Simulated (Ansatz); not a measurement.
C: one atom moved over a plane

All numbers below come from DFT PBE, scalar-relativistic, plane waves, PAW in Ansatz 0.2.0. Settings: plane waves to 420 eV, k-mesh 12×12×6 (Γ-centred), Gaussian smearing 0.05 eV. No spin polarisation. Energies are free energies at this smearing, counted from the undisturbed cell; pressure is positive in compression.

The starting cell (relaxed at this level):

```yaml
crystal:
  lattice:
    - [2.51156, 0.00000, 0.00000]
    - [-1.25578, 2.17508, 0.00000]
    - [0.00000, 0.00000, 4.18036]
  atoms:
    - { symbol: C, position: [0.33333, 0.66667, 0.06273] }
    - { symbol: C, position: [0.66667, 0.33333, 0.56273] }
    - { symbol: C, position: [0.33333, 0.66667, 0.43727] }
    - { symbol: C, position: [0.66667, 0.33333, 0.93727] }
```

Atom 1 (C) is moved by p along (0.000, 1.000, 0.000) and q along (0.000, 0.000, 1.000) (Å), all else fixed. Points are written (p, q).

Energy above the undisturbed cell in eV/cell (a dash: not computed):

| p \ q | -0.450 | -0.225 | 0.000 | 0.225 | 0.450 |
| --- | --- | --- | --- | --- | --- |
| -0.450 | ? | 3.82 | 2.15 | 2.49 | 6.05 |
| -0.225 | 4.36 | ? | 0.76 | 1.79 | 6.80 |
| 0.000 | 3.25 | 0.99 | 0.00 | 1.42 | 7.17 |
| 0.225 | 4.97 | ? | 1.10 | 1.99 | 6.88 |
| 0.450 | 12.07 | ? | 5.06 | 3.95 | 6.55 |

Fill in the withheld energies.

(-0.450, -0.450): 6.25; (-0.225, -0.225): 2.00; (0.225, -0.225): 2.52; (0.450, -0.225): 8.51.